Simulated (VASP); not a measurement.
# GaAs (F-43m) in VASP: a series of runs

Runs on GaAs. Level: LDA. Tasks: single point.

Everything below comes from runs of VASP 6.6.1. Logs are shortened: lines on timing, memory, paths and dates and some standing lists are left out, and cuts for length are marked.

## Step 1: The undisturbed crystal

Symmetry: F-43m, No. 216, cubic system. Conventional cell: a = 5.654 Å, b = 5.654 Å, c = 5.654 Å, α = 90.00°, β = 90.00°, γ = 90.00°. As (site symmetry -43m) has 4 Ga at 2.45 Å as nearest neighbours. Ga (site symmetry -43m) is surrounded by 4 As at 2.45 Å.

## Step 2: Single point, LDA (grid = ENCUT=400 dk=0.45 cell=3x3x3 ISMEAR=0 SIGMA=0.05 LREAL=Auto EDIFF=1e-06)

File INCAR:

```
SYSTEM = GaAs
ALGO     = Fast           ! electronic algorithm
EDIFF    = 1E-6           ! SCF threshold, eV
ENCUT    = 400            ! plane-wave cutoff, eV
ISIF     = 2              ! what is computed and relaxed
ISMEAR   = 0              ! smearing method
KPAR     = 2            
LASPH    = .TRUE.         ! aspherical terms in the spheres
LCHARG   = .FALSE.        ! write CHGCAR
LREAL    = Auto         
LWAVE    = .FALSE.        ! write WAVECAR
NBANDS   = 261            ! bands
NCORE    = 1            
NELM     = 120            ! most SCF steps
PREC     = Accurate       ! precision mode
SIGMA    = 0.05           ! smearing width, eV
```

File KPOINTS:

```
k-points
0
G
  2 2 2
  0 0 0
```

File POSCAR:

```
GaAs
1.0
    0.0000000000      8.4805500000      8.4805500000
    8.4805500000      0.0000000000      8.4805500000
    8.4805500000      8.4805500000      0.0000000000
As Ga
27 27
Direct
    0.2500000000      0.2500000000      0.2500000000
    0.2500000000      0.2500000000      0.5833333333
    0.2500000000      0.2500000000      0.9166666667
    0.2500000000      0.5833333333      0.2500000000
    0.2500000000      0.5833333333      0.5833333333
    0.2500000000      0.5833333333      0.9166666667
    0.2500000000      0.9166666667      0.2500000000
    0.2500000000      0.9166666667      0.5833333333
    0.2500000000      0.9166666667      0.9166666667
    0.5833333333      0.2500000000      0.2500000000
    0.5833333333      0.2500000000      0.5833333333
    0.5833333333      0.2500000000      0.9166666667
    0.5833333333      0.5833333333      0.2500000000
    0.5833333333      0.5833333333      0.5833333333
    0.5833333333      0.5833333333      0.9166666667
    0.5833333333      0.9166666667      0.2500000000
    0.5833333333      0.9166666667      0.5833333333
    0.5833333333      0.9166666667      0.9166666667
    0.9166666667      0.2500000000      0.2500000000
    0.9166666667      0.2500000000      0.5833333333
    0.9166666667      0.2500000000      0.9166666667
    0.9166666667      0.5833333333      0.2500000000
    0.9166666667      0.5833333333      0.5833333333
    0.9166666667      0.5833333333      0.9166666667
    0.9166666667      0.9166666667      0.2500000000
    0.9166666667      0.9166666667      0.5833333333
    0.9166666667      0.9166666667      0.9166666667
    0.0000000000      0.0000000000      0.0000000000
    0.0000000000      0.0000000000      0.3333333333
    0.0000000000      0.0000000000      0.6666666667
    0.0000000000      0.3333333333      0.0000000000
    0.0000000000      0.3333333333      0.3333333333
    0.0000000000      0.3333333333      0.6666666667
    0.0000000000      0.6666666667      0.0000000000
    0.0000000000      0.6666666667      0.3333333333
    0.0000000000      0.6666666667      0.6666666667
    0.3333333333      0.0000000000      0.0000000000
    0.3333333333      0.0000000000      0.3333333333
    0.3333333333      0.0000000000      0.6666666667
    0.3333333333      0.3333333333      0.0000000000
    0.3333333333      0.3333333333      0.3333333333
    0.3333333333      0.3333333333      0.6666666667
    0.3333333333      0.6666666667      0.0000000000
    0.3333333333      0.6666666667      0.3333333333
    0.3333333333      0.6666666667      0.6666666667
    0.6666666667      0.0000000000      0.0000000000
    0.6666666667      0.0000000000      0.3333333333
    0.6666666667      0.0000000000      0.6666666667
    0.6666666667      0.3333333333      0.0000000000
    0.6666666667      0.3333333333      0.3333333333
    0.6666666667      0.3333333333      0.6666666667
    0.6666666667      0.6666666667      0.0000000000
    0.6666666667      0.6666666667      0.3333333333
    0.6666666667      0.6666666667      0.6666666667
```

Potentials or basis: VASP PAW LDA potentials, release 64 (As, Ga_d).

Launch:

```bash
cat potpaw_LDA.64/As/POTCAR potpaw_LDA.64/Ga_d/POTCAR > POTCAR
mpirun -np 4 vasp_std > vasp.out
```

OUTCAR:

```text
SYSTEM = GaAs
   EDIFF = 1E-6
   ENCUT = 400
   ISIF = 2
   ISMEAR = 0
   LASPH = .TRUE.
   LREAL = Auto
   NELM = 120
   PREC = Accurate

 Found      3 irreducible k-points:

 Following reciprocal coordinates:
            Coordinates               Weight
  0.000000  0.000000  0.000000      1.000000
  0.500000  0.000000  0.000000      4.000000
  0.500000  0.500000  0.000000      3.000000
   k-points           NKPTS =      3   k-points in BZ     NKDIM =      3   number of bands    NBANDS=    262
   number of dos      NEDOS =    301   number of ions     NIONS =     54
   total plane-waves  NPLWV = 512000
   dimension x,y,z NGX =    80 NGY =   80 NGZ =   80
   dimension x,y,z NGXF=   160 NGYF=  160 NGZF=  160
   ions per type =              27  27
   NGX,Y,Z   is equivalent  to a cutoff of  11.09, 11.09, 11.09 a.u.
   NGXF,Y,Z  is equivalent  to a cutoff of  22.18, 22.18, 22.18 a.u.
 SYSTEM =  GaAs
   PREC   = accura    normal or accurate (medium, high low for compatibility)
   ISTART =      0    job   : 0-new  1-cont  2-samecut
   ICHARG =      2    charge: 1-file 2-atom 10-const
   ISPIN  =      1    spin polarized calculation?
   LNONCOLLINEAR =      F non collinear calculations
   LSORBIT =      F    spin-orbit coupling
   LASPH  =      T    aspherical Exc in radial PAW
   ENCUT  =  400.0 eV  29.40 Ry    5.42 a.u.  19.56 19.56 19.56*2*pi/ulx,y,z
   NELM   =    120;   NELMIN=  2; NELMDL= -5     # of ELM steps
   EDIFF  = 0.1E-05   stopping-criterion for ELM
   LREAL  =      T    real-space projection
   EDIFFG = 0.1E-04   stopping-criterion for IOM
   NSW    =      0    number of steps for IOM
   IBRION =     -1    ionic relax: 0-MD 1-quasi-New 2-CG
   NFREE  =      0    steps in history (QN), initial steepest desc. (CG)
   ISIF   =      2    stress and relaxation
   ISYM   =      2    0-nonsym 1-usesym 2-fastsym
   POTIM  = 0.5000    time-step for ionic-motion
   TEBEG  =    0.0;   TEEND  =   0.0 temperature during run
   PSTRESS=    0.0 pullay stress
   NELECT =     486.0000    total number of electrons
   NUPDOWN=      -1.0000    fix difference up-down
   EMIN   =  10.00;   EMAX   =-10.00  energy-range for DOS
   EFERMI =   0.00;   METHOD = LEGACY
   ISMEAR =     0;   SIGMA  =   0.05  broadening in eV -4-tet -1-fermi 0-gaus
   EFERMI_NEDOS =   21; number of points for ismear=-14 and -15
   IALGO  =     68    algorithm
   IMIX   =      4    mixing-type and parameters
     AMIX     =   0.40;   BMIX     =  1.00
     AMIX_MAG =   1.60;   BMIX_MAG =  1.00
  volume/ion in A,a.u.               =      22.59       152.44
  Fermi-wavevector in a.u.,A,eV,Ry     =   1.204628  2.276417 19.743799  1.451128
  Thomas-Fermi vector in A             =   2.340347
   LORBIT       =      0    0 simple, 1 ext, 2 COOP (PROOUT), +10 PAW based schemes
   GGA     = CA    functional components
   LHFCALC =     F    Hartree Fock is set to
   AEXX    =    0.0000 exact exchange contribution
   IVDW    =     0    specifies the selected vdW correction
   LEPSILON=     F    determine dielectric tensor
   LRPA    =     F    only Hartree local field effects (RPA)
 non-spin polarized calculation
 RMM-DIIS sequential band-by-band and
 Gauss-broadening in eV      SIGMA  =   0.05
  energy-cutoff  :      400.00
  volume of cell :     1219.84
 maximum number of plane-waves:     22250
 NGX is ok and might be reduce to    80
   NGX = 39   NGY = 39   NGZ = 39

 number of electron     486.0000010 magnetization

 Free energy of the ion-electron system (eV)
  ---------------------------------------------------
  ext. energy  EPLUGINS =         0.00000000
  ---------------------------------------------------
  free energy    TOTEN  =      -259.48114708 eV

  energy without entropy =     -259.48114682  energy(sigma->0) =     -259.48114695

 E-fermi :   3.9782     XC(G=0):  -9.9097

 val. band max:        3.8104608200   @ k =   0.0000   0.0000   0.0000
 cond. band min:       4.1378724159   @ k =   0.0000   0.0000   0.0000
 fundamental gap:      0.3274115960
 Fermi energy:         3.9781872958

 k-point     1 :       0.0000    0.0000    0.0000
  band No.  band energies     occupation
      1     -11.2193      2.00000
      2     -11.2193      2.00000
      3     -11.2193      2.00000
      4     -11.2193      2.00000
      5     -11.2193      2.00000
      6     -11.2193      2.00000
[... 247 lines left out ...]
    254       5.2675      0.00000
    255       5.2680      0.00000

 k-point     2 :       0.5000    0.0000    0.0000
  band No.  band energies     occupation
      1     -11.2268      2.00000
      2     -11.2268      2.00000
      3     -11.2268      2.00000
      4     -11.2268      2.00000
      5     -11.2268      2.00000
      6     -11.2268      2.00000
[... 247 lines left out ...]
    254       6.1680      0.00000
    255       6.1722      0.00000

 k-point     3 :       0.5000    0.5000    0.0000
  band No.  band energies     occupation
      1     -11.2374      2.00000
      2     -11.2279      2.00000
      3     -11.2279      2.00000
      4     -11.2279      2.00000
      5     -11.2279      2.00000
      6     -11.2118      2.00000
[... 247 lines left out ...]
    254       6.2334      0.00000
    255       6.2394      0.00000
 [bands above 255 left out]

------------------------ aborting loop because EDIFF is reached ----------------------------------------

  FORCE on cell =-STRESS in cart. coord.  units (eV):
  Direction    XX          YY          ZZ          XY          YZ          ZX
  --------------------------------------------------------------------------------------
  -------------------------------------------------------------------------------------
  Total      -14.0789843    -14.0789843    -14.0789843      0.0000000      0.0000000      0.0000000
  in kB      -18.4918283    -18.4918283    -18.4918283      0.0000000      0.0000000      0.0000000
  external PRESSURE =     -18.4918283 kB  Pullay stress =       0.0000000 kB

 VOLUME and BASIS-vectors are now :
 -----------------------------------------------------------------------------
  energy-cutoff  :      400.00
  volume of cell :     1219.84
      direct lattice vectors                 reciprocal lattice vectors
     0.000000000  8.480550000  8.480550000    -0.058958440  0.058958440  0.058958440
     8.480550000  0.000000000  8.480550000     0.058958440 -0.058958440  0.058958440
     8.480550000  8.480550000  0.000000000     0.058958440  0.058958440 -0.058958440

 POSITION                                       TOTAL-FORCE (eV/Angst)
 -----------------------------------------------------------------------------------
      4.24027      4.24027      4.24027         0.000000      0.000000      0.000000
      7.06712      7.06712      4.24027         0.000000      0.000000      0.000000
      9.89398      9.89398      4.24027         0.000000      0.000000      0.000000
      7.06712      4.24027      7.06712         0.000000      0.000000      0.000000
      9.89397      7.06712      7.06712         0.000000      0.000000      0.000000
     12.72082      9.89398      7.06712         0.000000      0.000000      0.000000
[... 46 lines left out ...]
      8.48055      8.48055     11.30740        -0.000000     -0.000000     -0.000000
     11.30740     11.30740     11.30740         0.000000      0.000000     -0.000000
 -----------------------------------------------------------------------------------
    total drift:                                0.000007      0.000007      0.000007

  FREE ENERGIE OF THE ION-ELECTRON SYSTEM (eV)
  ---------------------------------------------------
  free  energy   TOTEN  =      -259.4811470837 eV

  energy  without entropy=     -259.4811468154  energy(sigma->0) =     -259.48114695
```

Wall time 11 min (4 MPI ranks of Intel Xeon Platinum 8375C at 2.90GHz (Ice Lake), shared host); peak memory 0.66 GiB.

The run converged, but some of its settings lie outside the range that counts as converged, so its numbers aren't taken as properties of the crystal.

Results:

| Quantity | Value |
| --- | --- |
| Free energy | -259.4811 eV |
| Pressure | -1.8 GPa |
| Band gap on the k mesh | 0.33 eV |

## Step 3: Single point, LDA (grid = ENCUT=400 dk=0.6 cell=3x3x3 ISMEAR=0 SIGMA=0.05 LREAL=Auto EDIFF=1e-06)

INCAR is that of step 2.

KPOINTS is that of step 2.

POSCAR is that of step 2.

Potentials or basis: VASP PAW LDA potentials, release 64 (As, Ga_d).

Launch:

```bash
cat potpaw_LDA.64/As/POTCAR potpaw_LDA.64/Ga_d/POTCAR > POTCAR
mpirun -np 4 vasp_std > vasp.out
```

Wall time 10 min (4 MPI ranks of Intel Xeon Platinum 8375C at 2.90GHz (Ice Lake), shared host); peak memory 0.66 GiB.

These settings aren't checked as converged: the numbers below hold their error.

Results:

* Free energy: -259.4811 eV
* Pressure: -1.8 GPa
* Band gap on the k mesh: 0.33 eV

## Step 4: The reference run

An earlier run on the cell as given: functional PBEsol; potentials or basis VASP PAW PBE potentials, release 64 (As, Ga_d); cutoff 520 eV; k mesh 8 × 8 × 8; occupations fermi-dirac, width 0.05 eV; no spin polarisation.

* Pressure: 0.3 GPa
* Band gap on the k mesh: 0.46 eV, direct
